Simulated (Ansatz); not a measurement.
## From the elastic tensor of GaN at 15 GPa (stress–strain coefficients) to moduli and sound speeds

The calculation used DFT PBE, scalar-relativistic, plane waves, PAW (Ansatz 0.2.0). Settings: 420 eV plane-wave cutoff, Γ-centred 10×10×10 mesh, fixed occupations. No spin polarisation.

Symmetry: F-43m, No. 216, cubic system. The conventional cell has a = 4.438 Å, b = 4.438 Å, c = 4.438 Å, α = 90.00°, β = 90.00°, γ = 90.00°. Ga (site symmetry -43m) is surrounded by 4 N at 1.92 Å. Around N (site symmetry -43m) lie 4 Ga at 1.92 Å.

Other phases may be more stable at this pressure.

Relaxed-ion constants (GPa, on the Cartesian axes of the calculation):
C11 = 312.2, C12 = 197.1, C13 = 197.1, C22 = 312.2, C23 = 197.1, C33 = 312.2, C44 = 155.4, C55 = 155.4, C66 = 155.4 GPa; the others vanish.

Density 6.364 g/cm³; 2 atoms in 21.85 Å³.

The values that follow are for a polycrystal of randomly turned grains, by Hill's mean where one number stands. In a crystal this anisotropic the Voigt and Reuss bounds lie far apart, so Hill's mean and the sound speeds and Debye temperature from it are rough.

With S = C⁻¹: B_V = (C11+C22+C33+2(C12+C13+C23))/9, G_V = (C11+C22+C33−C12−C13−C23+3(C44+C55+C66))/15, 1/B_R = S11+S22+S33+2(S12+S13+S23), 15/G_R = 4(S11+S22+S33−S12−S13−S23)+3(S44+S55+S66); Hill is their mean. Then v_l = √((B+4G/3)/ρ), v_t = √(G/ρ), v_m = [(2/v_t³+1/v_l³)/3]^(−1/3) and Θ = (ħ/k_B)·v_m·(6π²n/V)^(1/3) for n atoms in the volume V; E = 9BG/(3B+G), ν = (3B−2G)/(2(3B+G)) and A^U = 5G_V/G_R + B_V/B_R − 6.

| Quantity | Value |
| --- | --- |
| Bulk modulus, Voigt / Reuss / Hill | 235.5 / 235.5 / 235.5 GPa |
| Shear modulus, Voigt / Reuss / Hill | 116.3 / 92.5 / 104.4 GPa |
| Young's modulus | 273 GPa |
| Poisson ratio | 0.307 |
| Pugh ratio B/G | 2.26 |
| Universal anisotropy index | 1.28 |
| Longitudinal and transverse sound speeds | 7673 and 4050 m/s |
| Debye temperature from the mean sound speed | 608 K |

This zinc-blende form isn't the usual stable structure of the compound at low pressure.

Cost: 1 run of about 1.2 core-minutes, on Arm Neoverse V1 (shared hosts).